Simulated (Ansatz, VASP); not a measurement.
# Cross-check of PC214 between VASP and Ansatz, part 2 of 2

Wanted: the spread between two codes on one cell, functional and k mesh. The cell is taken from a series of runs on this material, whose earlier steps may have relaxed, scaled, displaced or heated it; both programs get it as it stands.

VASP 6.6.1 and Ansatz 0.2.0.

So far: Set-up; Ansatz: single point, LDA.

## 3. VASP: single point, LDA

Level of this step: LDA, spin-polarised from a ferromagnetic start; plane waves and PAW (C, P) (VASP).

The same cell, functional (in two slightly different forms), mesh and smearing now go to VASP, with its own data sets.

Lines of VASP's logs that name or quote its potential files are left out, and so is its time.

INCAR

```
SYSTEM = PC214
PREC = Accurate
ENCUT = 520
EDIFF = 1E-06
NELM = 200
ISMEAR = -1
SIGMA = 0.01
LREAL = Auto
ALGO = Normal
GGA = CA
NBANDS = 581
ISPIN = 2
MAGMOM = 0 0 0 0 0 0 0 0 0 0 0 0 0.01 0.01 0.01 0.05 0 0 0 0 0 0 0 0 0 0 0 0 0 0.01 0.03 0.01 0 0 0 0 0 0 0 0 0 0 0 0 0 0 0 0 0 0 0 0 0 0 0 0 0 0 0 0 0 0 0 0 0 0 0 0 0 0 0 0 0 0 0 0 0 0.03 0 0 0 0 0 0 0 0 0 0 0 0 0 0 0 0 0 0 0 0 0 0 0 0 0 0 0.03 0.03 0.05 0 0 0 0 0 0 0 0 0 0 0 0 0 0.01 0 0 0 0 0 0 0 0 0 0 0 0 0 0 0 0 0 0 0 0 0 0 0 0 0 0 0 0 0 0 0.01 0 0 0 0 0 0 0 0 0 0 0 0 0 0 0 0.01 0 0 0 0 0 0 0 0 0 0 0 0 0 0 0 0 0 0 0 0 0 0 0 0 0 0 0 0 0 0 0.01 0 0 0 0 0 0 0 0 0 0 0 0 0 0 0 0.01
LORBIT = 11
LWAVE = .FALSE.
LCHARG = .FALSE.
ISIF = 2
NUPDOWN = 1
LASPH = .TRUE.
GGA_COMPAT = .FALSE.
```

POSCAR

```
PC214
1.0
   10.5951880973      0.0000000000      0.0000000000
    0.0000000000     10.5951880973      0.0000000000
    0.0000000000      0.0000000000     10.5951880973
C P
214 1
Direct
    0.0005083426      0.0005041485      0.0002586750
    0.0015812374      0.1676295773      0.1674085407
[... 3 atom lines left out ...]
    0.0853716549      0.2515730793      0.2513675990
    0.2515755023      0.0853907738      0.2513708053
    0.2516001313      0.2516008331      0.0853218779
[... 3 atom lines left out ...]
    0.1696204260      0.1696269518      0.3354285565
[... 3 atom lines left out ...]
    0.2485771746      0.2486236093      0.4261199422
[... 10 atom lines left out ...]
    0.1696549449      0.3357198817      0.1694980889
[... 3 atom lines left out ...]
    0.2488247268      0.4262780627      0.2490214549
[... 1 atom line left out ...]
    0.0003915893      0.3338544048      0.3336248960
[... 1 atom line left out ...]
    0.1644799089      0.3332542647      0.5029440452
    0.1643427384      0.5033820145      0.3328750888
    0.0827085779      0.4171804613      0.4168949509
[... 1 atom line left out ...]
    0.2466612102      0.4168258404      0.5852653784
    0.2465678332      0.5856238186      0.4166726357
[... 3 atom lines left out ...]
    0.1647679423      0.5003867888      0.6682087454
[... 29 atom lines left out ...]
    0.3357286113      0.1696671907      0.1695039378
[... 3 atom lines left out ...]
    0.4262749360      0.2489038229      0.2490548814
[... 2 atom lines left out ...]
    0.3338565843      0.0003974683      0.3336245962
    0.3332636388      0.1644981579      0.5029323321
[... 1 atom line left out ...]
    0.5033996645      0.1643431422      0.3328628761
    0.4171821448      0.0827320044      0.4168867720
    0.4168062658      0.2466878504      0.5852487694
[... 1 atom line left out ...]
    0.5856277390      0.2465820147      0.4166603307
[... 3 atom lines left out ...]
    0.5003977186      0.1647769925      0.6682024452
[... 4 atom lines left out ...]
    0.3338534895      0.3338510564      0.0002278633
    0.3331613383      0.5032768303      0.1642876755
    0.5033059838      0.3331399652      0.1642701591
[... 1 atom line left out ...]
    0.4171194004      0.4171093851      0.0826992030
    0.4167046851      0.5854709377      0.2465986347
    0.5854911684      0.4167120134      0.2465864421
[... 1 atom line left out ...]
    0.3236981352      0.5010589705      0.5004788207
    0.5011382013      0.3236915774      0.5005096199
    0.5013793219      0.5013319422      0.3234184554
    0.4142405928      0.5803020575      0.5800341652
    0.5803154313      0.4142478357      0.5800395546
    0.5803481402      0.5803403133      0.4141078457
    0.3328481192      0.3328560817      0.6668357003
[... 2 atom lines left out ...]
    0.4983682443      0.4983657701      0.6642135562
    0.4161140999      0.4161150895      0.7493066724
[... 11 atom lines left out ...]
    0.3327853224      0.6672348381      0.3326476989
[... 1 atom line left out ...]
    0.4983922642      0.6645757732      0.4981646355
[... 1 atom line left out ...]
    0.4161111139      0.7495687949      0.4159104022
[... 43 atom lines left out ...]
    0.6672592876      0.3327853397      0.3326396336
    0.6645951898      0.4983929354      0.4981675954
[... 2 atom lines left out ...]
    0.7495757178      0.4161115738      0.4159100427
[... 35 atom lines left out ...]
    0.3750198294      0.3750149479      0.3747955280
```

KPOINTS

```
Automatic mesh
0
Gamma
1 1 1
0 0 0
```

The projector-augmented-wave data sets are C and P (LDA family, release 64).

The run is started by

```console
$ export OMP_NUM_THREADS=4
$ mpirun -np 1 vasp_gam
```

Output:

```text
[banner, memory and clock lines left out]
running    1 mpi-ranks, on    1 nodes
[...]
Offloading initialized ...    1 GPUs detected
[...]
LDA part: xc-table for (Slater(with rela. corr.)+CA(PZ))
 , standard interpolation
 POSCAR, INCAR and KPOINTS ok, starting setup
[...]
entering main loop
       N       E                     dE             d eps       ncg     rms          rms(c)
DAV:   1     0.595241966497E+04    0.59524E+04   -0.52703E+05  2324   0.155E+03
DAV:   2    -0.166781861614E+04   -0.76202E+04   -0.71324E+04  3046   0.355E+02
DAV:   3    -0.224547887887E+04   -0.57766E+03   -0.57108E+03  2912   0.931E+01
DAV:   4    -0.225932970116E+04   -0.13851E+02   -0.13793E+02  2920   0.157E+01
[...]
DAV:  14    -0.216540725448E+04    0.46073E-06   -0.13764E-04  2896   0.167E-02    0.480E-02
DAV:  15    -0.216540726026E+04   -0.57746E-05   -0.26293E-05  2880   0.837E-03    0.176E-02
DAV:  16    -0.216540726110E+04   -0.84309E-06   -0.95451E-06  2816   0.445E-03
   1 F= -.21654073E+04 E0= -.21654008E+04  d E =-.129868E-01  mag=     1.0000
```

OUTCAR, selected parts (step 3):

```text
 magnetization (x)
# of ion       s       p       d       tot
------------------------------------------
    1        0.000   0.001   0.000   0.001
    2       -0.000   0.001   0.000   0.001
    3       -0.000   0.001   0.000   0.001
    4       -0.000   0.001   0.000   0.001
    5       -0.000   0.000   0.000   0.000
    6        0.000   0.002   0.000   0.002
[...]
213        0.000   0.002   0.000   0.002
  214        0.000   0.002   0.000   0.002
  215       -0.002  -0.006   0.000  -0.008
--------------------------------------------------
tot          0.031   0.668   0.000   0.700
```

The run ends at a pressure of 2.47 GPa, with forces up to 1.1 eV/Å.

## 4. Comparison

Known differences besides the potentials themselves: VASP starts from the moments at which Ansatz ended; the two LDA forms differ slightly; the cutoff is 420 eV in Ansatz and 520 eV in VASP (PREC = Accurate, projectors in real space); VASP's log shows a relativistic correction to its local exchange, Ansatz's none; site moments are counted in spheres of each program's own size. Total energies have different zeros and are not compared.

The two programs side by side:

| quantity | Ansatz | VASP | difference |
| --- | --- | --- | --- |
| total moment, fixed by the input (μB) | 1.00 | 1.00 | 0.00 |
| moment on C16 (μB) | 0.05 | 0.06 | -0.01 |
| moment on C107 (μB) | 0.05 | 0.06 | -0.01 |

Forces on 7 of the 215 atoms, those with the largest forces and the largest differences (eV/Å; atoms numbered as in POSCAR):

| atom | Ansatz x, y, z | VASP x, y, z |
| --- | --- | --- |
| C16 | 0.756, 0.756, 0.243 | 0.789, 0.786, 0.213 |
| C31 | 0.770, 0.241, 0.772 | 0.799, 0.206, 0.794 |
| C74 | -0.294, -0.029, -0.027 | -0.304, -0.024, -0.020 |
| C78 | 0.240, 0.772, 0.773 | 0.203, 0.799, 0.794 |
| C105 | -0.240, -0.769, -0.771 | -0.208, -0.798, -0.795 |
| C106 | -0.767, -0.241, -0.769 | -0.798, -0.207, -0.795 |
| C107 | -0.752, -0.752, -0.243 | -0.782, -0.782, -0.211 |

The forces differ by 6.5 meV/Å r.m.s., which is 5.3 % of the r.m.s. force of 0.123 eV/Å (both taken over all components).

## 5. What came out

- r.m.s. force difference (single point, LDA): 6.5 meV/Å

The r.m.s. force difference is 6.5 meV/Å (single point, LDA), within the 12 meV/Å picked in this series as the mark of a large difference. Such differences can come from data sets, numerical settings and the points named under the comparisons, not from the functional's error against experiment.

[Lines on the potential files, build, host, timing and source positions are cut from VASP's logs without a mark.]

[Logs are printed without paths, hosts, clocks, repeated set-up lines and the standing remarks that a program may print on its own settings, such as how far it seeks lower states.]

[Hosts, paths, dates, database ids (printed as entryN), source tags and the programs' standing remarks are cut or masked in the printed files.]
